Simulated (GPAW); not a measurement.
Si:

```
Si
1.0
     4.12095    0.00000    0.00000
    -2.06047    3.56885    0.00000
     0.00000    0.00000    2.65479
Si
2
Direct
  0.33333 0.66667 0.50000
  0.66666 0.33334 0.50000
```

The cell was built by a generator and needn't be a form met in nature.

```yaml
Program: GPAW 26.7.0
Task: relaxation of cell and atoms
Functional: LDA
Potentials_or_basis: the program's PAW data sets (release 1.2.1) made for this functional
Cutoff: 600 eV
Basis: pw
k_mesh: 8 × 8 × 10
Occupations: fermi-dirac, width 0.05 eV
Spin: no spin polarisation
```

At the start: pressure -3.0 GPa; volume 19.52 Å³/atom.

Q: How do energy, volume and symmetry change on relaxing?

A: Over 6 steps the energy falls by 6.6 meV/atom and the volume is 18.84 Å³/atom (-3.5 %); space group P6/mmm (No. 191, to 0.05 Å).

Step by step:
| step | energy change (eV) | largest force (eV/Å) | pressure (GPa) | volume (Å³) |
| --- | --- | --- | --- | --- |
| 1 | 0.0000 | 0.0000 | -2.96 | 39.04 |
| 2 | -0.0050 | 0.0000 | -2.35 | 38.74 |
| 3 | -0.0132 | 0.0000 | 0.12 | 37.63 |
| 4 | -0.0132 | 0.0000 | 0.01 | 37.68 |
| 5 | -0.0132 | 0.0000 | -0.01 | 37.68 |
| 6 | -0.0132 | 0.0000 | -0.01 | 37.68 |

Final structure:
```yaml
crystal:
  lattice:
    - [4.07701, 0.00000, 0.00000]
    - [-2.03850, 3.53079, 0.00000]
    - [0.00000, 0.00000, 2.61771]
  atoms:
    - { symbol: Si, position: [0.33333, 0.66667, 0.50000] }
    - { symbol: Si, position: [0.66666, 0.33334, 0.50000] }
```

Caveat: later steps reuse the first step's grids.
